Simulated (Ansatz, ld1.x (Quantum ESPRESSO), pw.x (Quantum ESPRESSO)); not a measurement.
## From atom to crystal: TM potential for In

```
Element                 : In
Generator               : ld1.x (Quantum ESPRESSO) 7.5
Type                    : norm-conserving Troullier–Martins (Kleinman–Bylander form)
Functional              : PBE
Relativity              : scalar-relativistic
Frozen core             : [Kr]
Valence charge          : 13
Reference configuration : 4d10 5s2 5p1
Partial waves           : 5s (bound): rc 2.76 bohr; 4d (bound): rc 1.55 bohr; 5p (bound): rc 2.35 bohr
Local potential         : the p channel
Core correction         : Bessel-smoothed model core inside 1.35 bohr
```

Crystal test: fcc In in pw.x 7.5, no spin, 12³ k-points, Fermi–Dirac smearing 0.01 Ry, cutoffs 145/580 Ry. The reference is all-electron LAPW (Ansatz 0.2.0) with the same functional, mesh and smearing; V0 and B0 come from Birch–Murnaghan fits to the pressures at five volumes. Errors are pseudo minus all-electron; Δ is the rms difference of the E(V) curves that follow from these fits, minima aligned, over ±6 % about the mean V0. Mesh and smearing are coarse, so the numbers serve the comparison and aren't converged zero-temperature values; the lattice is a test structure that the element need not adopt.

```
V (Å³/atom)  P all-electron (GPa)  P pseudo (GPa)
     26.366                  1.64            3.42
     27.060                  0.58            2.18
     27.754                 -0.32            1.12
     28.448                 -1.08            0.21
     29.142                 -1.74           -0.58
```

All-electron: a0 = 4.791 Å (V0 = 27.50 Å³/atom), B0 = 34.9 GPa.

Pseudopotential: mean pressure error (GPa): +1.46; a0 (Å): 4.856; a0 error (%): +1.34; B0 error (%): -3.9; Δ (meV/atom): 8.5. This is a poor potential for the solid.

At the middle volume, how do free energy and pressure move when the wave cutoff is lowered (ecutrho kept at four times it)?

| cutoff (Ry) | shift of F (meV/atom) | shift of P (GPa) |
| --- | --- | --- |
| 65 | +908.8 | -38.88 |
| 87 | +28.4 | -0.27 |
| 116 | +13.8 | -0.26 |

The run at the middle volume (72 k-points, 6 iterations) took about 49 s on one core of a shared host (Neoverse-V2, 96 threads, 742 GiB, load 37).
